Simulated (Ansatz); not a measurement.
Consider NaBr in the rock salt structure (space group Fm-3m, No. 225; a = 6.036 Å).

(Cell as relaxed with PBE.)

Levels (all Ansatz, a first-principles code, PAW): PBE (420 eV, no spin-orbit coupling); r2SCAN (500 eV, scalar-relativistic without spin-orbit coupling).

Each level relaxes its own structure.

```csv
quantity,PBE,r2SCAN
volume per atom,27.49 Å³,…
lattice parameter a,6.036 Å,…
band gap,4.07 eV,…
gap character,direct at Γ,…
electron mass,0.32 mₑ,…
"hole mass (degenerate bands, along [100])","0.50, 2.3, 2.3 mₑ",…
```

### Question
Predict the r2SCAN column.

### Answer

- volume per atom, r2SCAN: 26.30 Å³
- lattice parameter a, r2SCAN: 5.948 Å
- band gap, r2SCAN: 4.98 eV
- gap character, r2SCAN: direct at Γ
- electron mass, r2SCAN: 0.33 mₑ
- hole mass (degenerate bands, along [100]), r2SCAN: 0.51, 2.2, 2.2 mₑ

PBE's volume per atom lies 1.19 Å³ above r2SCAN's (4.5 %); PBE's lattice parameter a lies 0.088 Å above r2SCAN's (1.5 %); PBE's band gap lies 0.919 eV below r2SCAN's; the two agree on the gap character. Neither level is exact; r2SCAN is the comparison here, not a measurement.

Effective masses come from finite differences of ±0.01 Å⁻¹. No phonon test of stability was made.
